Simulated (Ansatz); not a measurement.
## BP: the change of energy above lowest point with volume scale

Free energy against uniform scaling of the volume at fixed shape and fractions; periodic cell, basis, potentials, k mesh and filling as listed. The results are calculated, by Ansatz 0.2.0.

The cell before it is scaled or strained (space group F-43m, No. 216):
```
cell vectors (Å)
   0.0000     2.2690     2.2690
   2.2690     0.0000     2.2690
   2.2690     2.2690     0.0000
atoms (fractions of the cell vectors)
B   0.00000  0.00000  0.00000
P   0.25000  0.25000  0.25000
```

Settings of every row: functional PBEsol; dispersion none; potentials all-electron LAPW; k mesh 8x8x8; k shift 0x0x0; occupations fixed; smearing width 0 eV; spin none; basis error target 0.0005 eV/atom.

| row | volume scale | V (Å³/atom) | energy above lowest point (meV/atom) |
| --- | --- | --- | --- |
| 1 | 0.94 | 10.981 | 14.7 |
| 2 | 0.97 | 11.331 | ? |
| 3 | 1 | 11.682 | 0 |
| 4 | 1.03 | 12.032 | 9.4 |
| 5 | 1.06 | 12.383 | 28.1 |

Question: what energy above lowest point should row 2 give?

Worked fit of energy above lowest point. Take u = (V_r/V)^(2/3) − 1 with V_r = 11.857 Å³ an atom, which is twice the finite (Eulerian) strain; such expansions in the strain, on which the Birch-Murnaghan equation of state is built, carry the rest volume and the bulk modulus. The shown rows have u = 0.0525, 0.00996, -0.00972, -0.02852. Least squares give energy above lowest point = 3.48 − 483.9 × u + 13290 × u² meV/atom; a straight line predicts inner rows, each left out in turn, worse (root mean square 13 against 0.071 meV/atom). All shown rows lie on it to the printed digit. Its lowest point lies at u = 0.0182, or V = 11.54 Å³ an atom, and the curvature there gives the bulk modulus at fixed shape and fractions, B = (4/9)(1 + u)² E″(u)/V = 170 GPa. The withheld row has u = 0.03071, so the fit gives 3.48 − 483.9 × (0.03071) + 13290 × (0.03071)² = 1.2 meV/atom.

The calculation gave 1.2 meV/atom. The fit meets it to the printed digit.
